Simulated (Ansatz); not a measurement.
# Sb: response to strain

Aim: deform Sb (zz strain of -3 %) and compute stress, forces and field gradients with LAPW, PAW and all-electron datasets made for the crystal.

Program: Ansatz 0.2.0. Level of theory: DFT PBE, scalar-relativistic. These are calculated values, not measurements.

## 1. Starting point

The structure is tetragonal, space group I4/mmm (No. 139). The conventional cell has a = 3.010 Å, b = 3.010 Å, c = 4.960 Å, α = 90.00°, β = 90.00°, γ = 90.00°. Sb (site symmetry 4/mmm) is surrounded by 12 Sb at 3.01 to 3.27 Å.

Structure file:

```
CELL_PARAMETERS angstrom
-1.50500 1.50500 2.48000
1.50500 -1.50500 2.48000
1.50500 1.50500 -2.48000
ATOMIC_POSITIONS crystal
Sb 0.00000 0.00000 0.00000
```

## 2. After the deformation

Space group I4/mmm before, I4/mmm after.

## 3. Full-potential LAPW

File input.yaml:

```yaml
crystal:
  lattice:
    - [-1.505, 1.505, 2.4056]
    - [1.505, -1.505, 2.4056]
    - [1.505, 1.505, -2.4056]
  atoms:
    - { symbol: Sb, position: [0.0, 0.0, 0.0] }
kpoints:
  mp_grid: { grid: [19, 19, 19] }
  band_path:
    path:
      - [0.0, 0.0, 0.0]
      - [0.0, 0.0, 0.5]
      - [0.25, 0.25, 0.25]
      - [0.0, 0.5, 0.0]
      - [0.0, 0.0, 0.0]
      - [0.5, 0.5, -0.5]
      - [0.347851205, 0.652148795, -0.347851205]
      - [-0.347851205, 0.347851205, 0.347851205]
      - [0.0, 0.0, 0.0]
    npoints: 5
scf:
  occupations: { method: fermi_dirac, width: 0.05 }
hamiltonian:
  xc: pbe
  pseudopotentials: { kind: all_electron, lapw: { basis_error: 0.00025 } }
output:
  forces: true
  stress: true
  eigenvalues: true
```

Run with:

```
> ansatz run input.yaml --threads 1 --pin off --max-ram 3072MiB --backend cpu --events-out ev --progress --plain --runs-dir out
```

## 4. PAW with frozen cores

File input.yaml:

```yaml
crystal:
  lattice:
    - [-1.505, 1.505, 2.4056]
    - [1.505, -1.505, 2.4056]
    - [1.505, 1.505, -2.4056]
  atoms:
    - { symbol: Sb, position: [0.0, 0.0, 0.0] }
kpoints:
  mp_grid: { grid: [19, 19, 19] }
scf:
  occupations: { method: fermi_dirac, width: 0.05 }
hamiltonian:
  xc: pbe
  pseudopotentials: { kind: paw }
output:
  forces: true
  stress: true
  eigenvalues: true
  efg: { contact_densities: true }
```

## 5. Datasets made for this crystal

Edit input.yaml of step 4 so:

```diff
@@ -13,3 +13,3 @@
   xc: pbe
-  pseudopotentials: { kind: paw }
+  pseudopotentials: { kind: all_electron, datasets: crystal }
 output:
```

(Steps that only read results are left out.)

Q: Predict the outcome of this session. Wanted: pressure; largest shear or deviatoric stress.

As calculated:

| quantity | value |
| --- | --- |
| pressure | LAPW 23.40, PAW 23.40, crystal datasets 23.40 GPa |
| largest shear or deviatoric stress (LAPW) | 0.19 GPa |

**Reading.** The largest part of the stress beyond the pressure is 0.19 GPa in size, in the zz component. No run of the undeformed cell stands beside it, so the pressure holds what the given cell had before the change. PAW: stress within 0.01 GPa of LAPW. Crystal datasets: stress within 0.01 GPa of LAPW. Spin-orbit coupling is left out, though the cell holds Sb; in elements this heavy it can shift bands and gaps by tenths of an eV.
